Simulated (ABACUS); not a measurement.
## As under changes of volume

One of the cells (21.530 Å³/atom); the others are scaled copies at fixed shape and fractional positions:

```
As
1.0
     1.88080    1.08588    3.51406
    -1.88080    1.08588    3.51406
     0.00000   -2.17176    3.51406
As
2
Direct
  0.22600 0.22600 0.22600
  0.77400 0.77400 0.77400
```

```yaml
Program: ABACUS 3.10.1
Functional: PBE
Potentials_or_basis: PseudoDojo NC SR 0.4.1 PBE standard
Cutoff: 1361 eV
Density_cutoff: 5442 eV
Basis: DZP LCAO (the cutoffs set its grid)
k_mesh: 9 × 9 × 9
Occupations: fermi-dirac, width 0.05 eV
Spin: no spin polarisation
```

```csv
volume (Å³/atom),energy over the lowest point (meV/atom),pressure (GPa),largest force (eV/Å)
20.239,83.43,11.1,1.170
20.669,56.68,8.8,0.992
21.100,35.71,6.8,0.827
21.530,20.03,4.9,0.672
21.961,9.16,3.2,0.527
22.392,?,?,?
22.822,0.00,0.3,0.264
```

Question: What does the run at 22.392 Å³/atom give?

Answer: Energy over the lowest point 2.67 meV/atom; pressure 1.7 GPa; largest force 0.391 eV/Å.

Worked out: A Birch-Murnaghan fit of order 3 (a polynomial in V^(-2/3)) to the other rows has its minimum at 22.91 Å³/atom, just outside them, with B0 = V·E''(V) = 69 GPa and B' = 4.1 at fixed shape and positions, which overstates the stiffness. It gives 2.60 meV/atom at 22.392 Å³/atom, against the run's 2.67, and -dE/dV = 1.7 GPa, against 1.7.

Energies are extrapolated to zero smearing.

Caveats: the atomic orbitals were generated for these runs and aren't a published set; the basis of atomic orbitals isn't converged, which shifts pressures, moduli and gaps; forces of over 1 eV/Å show positions far from the minimum, so gaps and moduli don't describe the material at rest (some runs).
